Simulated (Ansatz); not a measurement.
Input of an Ansatz 0.2.0 run:

The input input.yaml:

```yaml
crystal:
  lattice:
    - [2.82503, 0.0, 0.0]
    - [0.0, 2.82503, 0.0]
    - [0.0, 0.0, 2.82503]
  atoms:
    - { symbol: Hf, position: [0.5, 0.5, 0.5] }
    - { symbol: "N", position: [0.0, 0.0, 0.0] }
hamiltonian:
  xc: r2scan
  pseudopotentials: { kind: paw }
kpoints:
  mp_grid: { grid: [9, 9, 9] }
scf:
  occupations: { method: fermi_dirac, width: 0.05 }
output:
  forces: true
  stress: true
  eigenvalues: true
  write_density: true
  write_potential: true
  elf: true
  volumetric_format: npy
relax:
  f_tol: 0.01
  max_steps: 40
  cell: { stress_tol: 0.05, p_target: 5.0 }
```

Potentials or basis: Ansatz PAW.

Command:

```bash
$ ansatz run input.yaml --threads 2 --pin off --max-ram 5632MiB --backend cpu --events-out ev --progress --plain --runs-dir out
```

Task: Estimate the relaxed cell.

Result: a = 2.787 Å, b = 2.787 Å, c = 2.787 Å, α = 90.00°, β = 90.00°, γ = 90.00°.

Task: Estimate the relaxed volume.

Result: 10.83 Å³/atom.

Task: Estimate the band gap on the k mesh.

Result: None (metal or under the smearing width).

Task: Estimate the space group after relaxing (to 0.05 Å).

Result: Pm-3m (No. 221).

Final structure:
```
Hf N
1.0
     2.78731    0.00000    0.00000
     0.00000    2.78731    0.00000
     0.00000    0.00000    2.78731
Hf N
1 1
Direct
  0.50000 0.50000 0.50000
  0.00000 0.00000 0.00000
```

Caveat: the PAW data sets come from PBE, with cores solved anew for the run's functional, which leaves a small shift of forces and pressure. The run has no spin-orbit coupling, so splittings on Hf are missing.
